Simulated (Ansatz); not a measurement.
Al2O3 (Corundum):

```xyz
10
Lattice="2.3803 1.3742 4.3319 -2.3803 1.3742 4.3319 0.0000 -2.7485 4.3319" Properties=species:S:1:pos:R:3 pbc="T T T"
Al    0.0000    0.0000   11.0743
Al    0.0000    0.0000    8.4191
Al    0.0000    0.0000    1.9213
Al    0.0000    0.0000    4.5765
O    -1.6503   -0.1099    5.4148
O     0.7300    1.4841    5.4148
O     0.9203   -1.3742    5.4148
O     1.6503    0.1099    7.5808
O    -0.7300   -1.4841    7.5808
O    -0.9203    1.3742    7.5808
```

Base run:

* Program: Ansatz 0.2.0
* Functional: LDA
* Potentials or basis: Ansatz PAW
* Cutoff: 420 eV (not typed: the program's choice for these potentials)
* k mesh: 7 × 7 × 7
* Occupations: fermi-dirac, width 0.05 eV
* Spin: no spin polarisation

Its results: band gap on the k mesh 6.16 eV, direct; pressure -5.3 GPa; largest force 0.112 eV/Å.

Problem. After a change of settings the same cell gave: band gap on the k mesh 6.11 eV, direct; pressure 1.7 GPa; largest force 0.081 eV/Å. Which change was it?
A. functional from LDA to PBEsol
B. functional from LDA to BLYP
C. functional from LDA to r2SCAN; cutoff from 420 eV (not typed: the program's choice for these potentials) to 500 eV (not typed: the program's choice for these potentials)
D. functional from LDA to RPBE

Solution. A.

PBEsol binds less tightly than LDA, so the same cell stands under more pressure.

Caveats: odd divisions of the mesh miss points on the zone boundary, where band edges often lie, so the gap on the mesh can be too wide; the PAW data sets come from PBE, with cores solved anew for the run's functional, which leaves a small shift of forces and pressure; the density of states is complete only up to the lowest level of the last band computed.
